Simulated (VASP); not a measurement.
# ZnS (P6_3mc) in VASP: single point with PBE

Aim: the single point of ZnS with PBE.

Program: VASP 6.6.1. These are calculated values, not measurements. Logs are shortened: lines on timing, memory, paths and dates and some standing lists are left out, and cuts for length are marked.

**The experiment to reproduce.**

A printed reference work, monograph reports, for a bulk crystal of ZnS at 4 K: band gap 3.911 eV (direct).

How close the calculation comes is told below.

## Step 1: The cell of the first run

The structure is hexagonal, space group P6_3mc (No. 186). The conventional cell has a = 3.847 Å, b = 3.847 Å, c = 12.590 Å, α = 90.00°, β = 90.00°, γ = 120.00°. Zn (site symmetry 3m) has 4 S at 2.36 Å within 3.1 Å. Zn (site symmetry 3m) has 4 S at 2.36 Å within 3.1 Å. Within 3.1 Å of S (site symmetry 3m) lie 4 Zn at 2.36 Å. S (site symmetry 3m) has 4 Zn at 2.36 Å within 3.1 Å.

## Step 2: Single point, PBE

The input, INCAR:

```
SYSTEM = ZnS
ALGO     = Normal         ! electronic algorithm
EDIFF    = 1E-6           ! SCF threshold, eV
ENCUT    = 520            ! plane-wave cutoff, eV
GGA      = PE             ! functional
ISIF     = 2              ! what is computed and relaxed
ISMEAR   = 0              ! smearing method
LASPH    = .True.         ! aspherical terms in the spheres
LCHARG   = .True.         ! write CHGCAR
LELF     = .True.         ! ELF
LREAL    = .False.        ! projectors in reciprocal space
LVHAR    = .True.       
LWAVE    = .False.        ! write WAVECAR
NBANDS   = 46             ! bands
NELM     = 80             ! most SCF steps
PREC     = Accurate       ! precision mode
SIGMA    = 0.05           ! smearing width, eV
```

The input, KPOINTS:

```
k-points
0
Gamma
  6 6 2
  0 0 0
```

The input, POSCAR:

```
ZnS
1.0
    3.8467234448      0.0000000000      0.0000000000
   -1.9233617224      3.3313602246      0.0000000000
    0.0000000000      0.0000000000     12.5902250307
Zn S
4 4
Direct
    0.0000000000      0.0000000000      0.0000503469
    0.0000000000      0.0000000000      0.5000503469
    0.3333333333      0.6666666667      0.2500245139
    0.6666666667      0.3333333333      0.7500245139
    0.0000000000      0.0000000000      0.1872896977
    0.0000000000      0.0000000000      0.6872896977
    0.3333333333      0.6666666667      0.4376354415
    0.6666666667      0.3333333333      0.9376354415
```

Potentials or basis: VASP PAW PBE potentials, release 64 (Zn, S).

Launch:

```console
> cat potpaw_PBE.64/Zn/POTCAR potpaw_PBE.64/S/POTCAR > POTCAR
> mpirun -np 1 vasp_std > vasp.out
```

OUTCAR:

```text
SYSTEM = ZnS
   EDIFF = 1E-6
   ENCUT = 520
   GGA = PE
   ISIF = 2
   ISMEAR = 0
   LASPH = .True.
   LREAL = .False.
   NELM = 80
   PREC = Accurate

 ion  position               nearest neighbor table
   1  0.000  0.000  0.000-   8 2.36   8 2.36   8 2.36   5 2.36
   2  0.000  0.000  0.500-   7 2.36   7 2.36   7 2.36   6 2.36
   3  0.333  0.667  0.250-   5 2.36   5 2.36   5 2.36   7 2.36
   4  0.667  0.333  0.750-   6 2.36   6 2.36   6 2.36   8 2.36
   5  0.000  0.000  0.187-   3 2.36   3 2.36   3 2.36   1 2.36
   6  0.000  0.000  0.687-   4 2.36   4 2.36   4 2.36   2 2.36
   7  0.333  0.667  0.438-   2 2.36   2 2.36   2 2.36   3 2.36
   8  0.667  0.333  0.938-   1 2.36   1 2.36   1 2.36   4 2.36

  LATTYP: Found a hexagonal cell.
 ALAT       =     3.8467234448
 C/A-ratio  =     3.2729737948

  Lattice vectors:

 A1 = (   3.8467234448,   0.0000000000,   0.0000000000)
 A2 = (  -1.9233617224,   3.3313602246,   0.0000000000)
 A3 = (   0.0000000000,   0.0000000000,  12.5902250307)

Analysis of symmetry for initial positions (statically):
=====================================================================
 Subroutine PRICEL returns:
 Original cell was already a primitive cell.

 Routine SETGRP: Setting up the symmetry group for a
 hexagonal supercell.

 Subroutine GETGRP returns: Found 12 space group operations
 (whereof  6 operations were pure point group operations)
 out of a pool of 24 trial point group operations.

The static configuration has the point symmetry C_3v.
 The point group associated with its full space group is C_6v.

Analysis of symmetry for dynamics (positions and initial velocities):
=====================================================================
 Subroutine PRICEL returns:
 Original cell was already a primitive cell.

 Routine SETGRP: Setting up the symmetry group for a
 hexagonal supercell.

 Subroutine GETGRP returns: Found 12 space group operations
 (whereof  6 operations were pure point group operations)
 out of a pool of 24 trial point group operations.

The dynamic configuration has the point symmetry C_3v.
 The point group associated with its full space group is C_6v.

 Subroutine INISYM returns: Found 12 space group operations
 (whereof  6 operations are pure point group operations),
 and found     1 'primitive' translations

----------------------------------------------------------------------------------------

                                     Primitive cell

  volume of cell :     161.3415

  direct lattice vectors                    reciprocal lattice vectors
     3.846723445  0.000000000  0.000000000     0.259961501  0.150088842  0.000000000
    -1.923361722  3.331360225  0.000000000     0.000000000  0.300177685  0.000000000
     0.000000000  0.000000000 12.590225031     0.000000000  0.000000000  0.079426698

  length of vectors
     3.846723445  3.846723445 12.590225031     0.300177685  0.300177685  0.079426698

  position of ions in fractional coordinates (direct lattice)
     0.000000000  0.000000000  0.000050347
     0.000000000  0.000000000  0.500050347
     0.333333333  0.666666667  0.250024514
     0.666666667  0.333333333  0.750024514
     0.000000000  0.000000000  0.187289698
     0.000000000  0.000000000  0.687289698
     0.333333333  0.666666667  0.437635441
     0.666666667  0.333333333  0.937635441

  ion indices of the primitive-cell ions
   primitive index   ion index
                 1           1
                 2           2
                 3           3
                 4           4
                 5           5
                 6           6
                 7           7
                 8           8

----------------------------------------------------------------------------------------

 KPOINTS: k-points

Automatic generation of k-mesh.
 Grid dimensions read from file:
 generate k-points for:    6    6    2

 Generating k-lattice:

  Cartesian coordinates                     Fractional coordinates (reciprocal lattice)
     0.043326917  0.025014807  0.000000000     0.166666667  0.000000000  0.000000000
     0.000000000  0.050029614  0.000000000     0.000000000  0.166666667  0.000000000
     0.000000000  0.000000000  0.039713349     0.000000000  0.000000000  0.500000000

  Length of vectors
     0.050029614  0.050029614  0.039713349

  Shift w.r.t. Gamma in fractional coordinates (k-lattice)
     0.000000000  0.000000000  0.000000000

 Subroutine IBZKPT returns following result:
 ===========================================

 Found     14 irreducible k-points:

 Following reciprocal coordinates:
            Coordinates               Weight
  0.000000  0.000000  0.000000      1.000000
  0.166667  0.000000  0.000000      6.000000
  0.333333  0.000000  0.000000      6.000000
  0.500000  0.000000  0.000000      3.000000
  0.166667  0.166667  0.000000      6.000000
  0.333333  0.166667  0.000000     12.000000
  0.333333  0.333333  0.000000      2.000000
  0.000000  0.000000  0.500000      1.000000
  0.166667  0.000000  0.500000      6.000000
  0.333333  0.000000  0.500000      6.000000
  0.500000  0.000000  0.500000      3.000000
  0.166667  0.166667  0.500000      6.000000
  0.333333  0.166667  0.500000     12.000000
  0.333333  0.333333  0.500000      2.000000
   k-points           NKPTS =     14   k-points in BZ     NKDIM =     14   number of bands    NBANDS=     46
   number of dos      NEDOS =    301   number of ions     NIONS =      8
   total plane-waves  NPLWV =  86400
   dimension x,y,z NGX =    30 NGY =   30 NGZ =   96
   dimension x,y,z NGXF=    60 NGYF=   60 NGZF=  192
   ions per type =               4   4
   NGX,Y,Z   is equivalent  to a cutoff of  12.97, 12.97, 12.68 a.u.
   NGXF,Y,Z  is equivalent  to a cutoff of  25.93, 25.93, 25.35 a.u.
 SYSTEM =  ZnS
   PREC   = accura    normal or accurate (medium, high low for compatibility)
   ISTART =      0    job   : 0-new  1-cont  2-samecut
   ICHARG =      2    charge: 1-file 2-atom 10-const
   ISPIN  =      1    spin polarized calculation?
   LNONCOLLINEAR =      F non collinear calculations
   LSORBIT =      F    spin-orbit coupling
   LASPH  =      T    aspherical Exc in radial PAW
   ENCUT  =  520.0 eV  38.22 Ry    6.18 a.u.   7.15  7.15 23.41*2*pi/ulx,y,z
   NELM   =     80;   NELMIN=  2; NELMDL= -5     # of ELM steps
   EDIFF  = 0.1E-05   stopping-criterion for ELM
   LREAL  =      F    real-space projection
   EDIFFG = 0.1E-04   stopping-criterion for IOM
   NSW    =      0    number of steps for IOM
   IBRION =     -1    ionic relax: 0-MD 1-quasi-New 2-CG
   NFREE  =      0    steps in history (QN), initial steepest desc. (CG)
   ISIF   =      2    stress and relaxation
   ISYM   =      2    0-nonsym 1-usesym 2-fastsym
   POTIM  = 0.5000    time-step for ionic-motion
   TEBEG  =    0.0;   TEEND  =   0.0 temperature during run
   PSTRESS=    0.0 pullay stress
   NELECT =      72.0000    total number of electrons
   NUPDOWN=      -1.0000    fix difference up-down
   EMIN   =  10.00;   EMAX   =-10.00  energy-range for DOS
   EFERMI =   0.00;   METHOD = LEGACY
   ISMEAR =     0;   SIGMA  =   0.05  broadening in eV -4-tet -1-fermi 0-gaus
   EFERMI_NEDOS =   21; number of points for ismear=-14 and -15
   IALGO  =     38    algorithm
   IMIX   =      4    mixing-type and parameters
     AMIX     =   0.40;   BMIX     =  1.00
     AMIX_MAG =   1.60;   BMIX_MAG =  1.00
  volume/ion in A,a.u.               =      20.17       136.10
  Fermi-wavevector in a.u.,A,eV,Ry     =   1.251037  2.364118 21.294406  1.565095
  Thomas-Fermi vector in A             =   2.385004
   LORBIT       =      0    0 simple, 1 ext, 2 COOP (PROOUT), +10 PAW based schemes
   GGA     = PE    functional components
   LHFCALC =     F    Hartree Fock is set to
   AEXX    =    0.0000 exact exchange contribution
   IVDW    =     0    specifies the selected vdW correction
   LEPSILON=     F    determine dielectric tensor
   LRPA    =     F    only Hartree local field effects (RPA)
 non-spin polarized calculation
 Gauss-broadening in eV      SIGMA  =   0.05
  energy-cutoff  :      520.00
  volume of cell :      161.34
 maximum number of plane-waves:      4389
 NGX is ok and might be reduce to    30
   NGX = 15   NGY = 15   NGZ = 47

 number of electron      72.0000044 magnetization

 Free energy of the ion-electron system (eV)
  ---------------------------------------------------
  ext. energy  EPLUGINS =         0.00000000
  ---------------------------------------------------
  free energy    TOTEN  =       -27.39335742 eV

  energy without entropy =      -27.39335742  energy(sigma->0) =      -27.39335742

 E-fermi :   2.1592     XC(G=0):  -9.5228

 val. band max:        1.9133179062   @ k =   0.0000   0.0000   0.0000
 cond. band min:       3.9651176090   @ k =   0.0000   0.0000   0.0000
 fundamental gap:      2.0517997029
 Fermi energy:         2.1591555280

 k-point     1 :       0.0000    0.0000    0.0000
  band No.  band energies     occupation
      1     -11.0878      2.00000
      2     -10.6858      2.00000
      3     -10.6767      2.00000
      4     -10.1991      2.00000
      5      -4.3433      2.00000
      6      -4.3382      2.00000
[... 38 lines left out ...]
     45       8.5827      0.00000
     46       8.6913      0.00000

 k-point     2 :       0.1667    0.0000    0.0000
  band No.  band energies     occupation
      1     -10.9130      2.00000
      2     -10.5433      2.00000
      3     -10.5339      2.00000
      4     -10.1054      2.00000
      5      -4.3505      2.00000
      6      -4.3309      2.00000
[... 38 lines left out ...]
     45       8.6911      0.00000
     46       8.7910      0.00000

 k-point     3 :       0.3333    0.0000    0.0000
  band No.  band energies     occupation
      1     -10.4948      2.00000
      2     -10.2300      2.00000
      3     -10.2209      2.00000
      4      -9.9382      2.00000
      5      -4.3597      2.00000
      6      -4.3088      2.00000
[... 38 lines left out ...]
     45       8.9391      0.00000
     46       9.4741      0.00000

 k-point     4 :       0.5000    0.0000    0.0000
  band No.  band energies     occupation
      1     -10.2048      2.00000
      2     -10.0572      2.00000
      3     -10.0511      2.00000
      4      -9.9011      2.00000
      5      -4.3611      2.00000
      6      -4.2721      2.00000
[... 430 lines left out ...]
     45       8.9982      0.00000
     46       8.9983      0.00000

 k-point    13 :       0.3333    0.1667    0.5000
  band No.  band energies     occupation
      1     -10.1720      2.00000
      2     -10.1720      2.00000
      3      -9.9422      2.00000
      4      -9.9422      2.00000
      5      -4.2803      2.00000
      6      -4.2803      2.00000
[... 38 lines left out ...]
     45       9.2149      0.00000
     46       9.2149      0.00000

 k-point    14 :       0.3333    0.3333    0.5000
  band No.  band energies     occupation
      1      -9.9802      2.00000
      2      -9.9802      2.00000
      3      -9.9671      2.00000
      4      -9.9671      2.00000
      5      -4.2684      2.00000
      6      -4.2684      2.00000
[... 38 lines left out ...]
     45       9.3426      0.00000
     46       9.3426      0.00000

------------------------ aborting loop because EDIFF is reached ----------------------------------------

  FORCE on cell =-STRESS in cart. coord.  units (eV):
  Direction    XX          YY          ZZ          XY          YZ          ZX
  --------------------------------------------------------------------------------------
  -------------------------------------------------------------------------------------
  Total        0.1908692      0.1908692      0.1444648      0.0000000      0.0000000     -0.0000000
  in kB        1.8953981      1.8953981      1.4345856      0.0000000      0.0000000     -0.0000000
  external PRESSURE =       1.7417939 kB  Pullay stress =       0.0000000 kB

 VOLUME and BASIS-vectors are now :
 -----------------------------------------------------------------------------
  energy-cutoff  :      520.00
  volume of cell :      161.34
      direct lattice vectors                 reciprocal lattice vectors
     3.846723445  0.000000000  0.000000000     0.259961501  0.150088842  0.000000000
    -1.923361722  3.331360225  0.000000000     0.000000000  0.300177685  0.000000000
     0.000000000  0.000000000 12.590225031     0.000000000  0.000000000  0.079426698

 POSITION                                       TOTAL-FORCE (eV/Angst)
 -----------------------------------------------------------------------------------
      0.00000      0.00000      0.00063         0.000000     -0.000000      0.005233
      0.00000      0.00000      6.29575        -0.000000     -0.000000      0.005233
     -0.00000      2.22091      3.14786        -0.000000      0.000000      0.004012
      1.92336      1.11045      9.44298        -0.000000     -0.000000      0.004012
      0.00000      0.00000      2.35802         0.000000      0.000000     -0.004957
      0.00000      0.00000      8.65313         0.000000      0.000000     -0.004957
     -0.00000      2.22091      5.50993        -0.000000      0.000000     -0.004287
      1.92336      1.11045     11.80504         0.000000     -0.000000     -0.004287
 -----------------------------------------------------------------------------------
    total drift:                               -0.000000     -0.000000      0.000406

  FREE ENERGIE OF THE ION-ELECTRON SYSTEM (eV)
  ---------------------------------------------------
  free  energy   TOTEN  =       -27.3933574151 eV

  energy  without entropy=      -27.3933574151  energy(sigma->0) =      -27.39335742
```

It took 2.5 min on 1 thread of Intel Xeon 8259CL, shared host; peak memory 0.31 GiB.

What came out:

```
Free energy            : -27.3934 eV
Pressure               : 0.2 GPa
Largest force          : 0.005 eV/Å
Band gap on the k mesh : 2.05 eV
```

Forces in eV/Å, atoms in the order of the input:
```
Zn   0.000  0.000  0.005
Zn   0.000  0.000  0.005
Zn   0.000  0.000  0.004
Zn   0.000  0.000  0.004
S    0.000  0.000 -0.005
S    0.000  0.000 -0.005
S    0.000  0.000 -0.004
S    0.000  0.000 -0.004
```

## Step 3: Comparison with measurements

Step 2. Measured gap of ZnS: 3.911 eV (direct; 4 K; a printed reference work, monograph). This calculation gives 2.05 eV (-1.86 eV). The value is that of PBE, without temperature or zero-point motion. Semilocal functionals fall short of measured gaps as a rule.
